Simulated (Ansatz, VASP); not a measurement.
**One calculation of Cr, two programs**

```
Cr
1.0
    -1.41496    1.41496    1.41496
     1.41496   -1.41496    1.41496
     1.41496    1.41496   -1.41496
Cr
1
Cartesian
  0.0000 0.0000 0.0000
```

Alike in both runs: task single point; functional r2SCAN; k mesh 15 × 15 × 15; occupations gaussian, width 0.03 eV; no spin polarisation.

|  | VASP | Ansatz |
| --- | --- | --- |
| version | VASP 6.6.1 | Ansatz 0.2.0 |
| potentials or method | VASP PAW PBE potentials, release 64 (Cr_pv) | plane waves (500 eV) with PAW, scalar-relativistic |
| plane-wave cutoff (eV) | 520 | 500 |
| valence electrons in the cell | 12 | 14 |

VASP gave:

```
pressure (GPa) : 0.6
```

Question: Which values does Ansatz return?

Answer: Pressure (GPa): -0.1.

The two sets of potentials don't hold the same shells in valence.

Caveats: the PAW data sets were made with another functional, which shifts forces and pressure a little (VASP); the run has no spin polarisation, though such a crystal can be magnetic. Spin polarisation is off, so any magnetic state and its effect on volume and gap are missing.
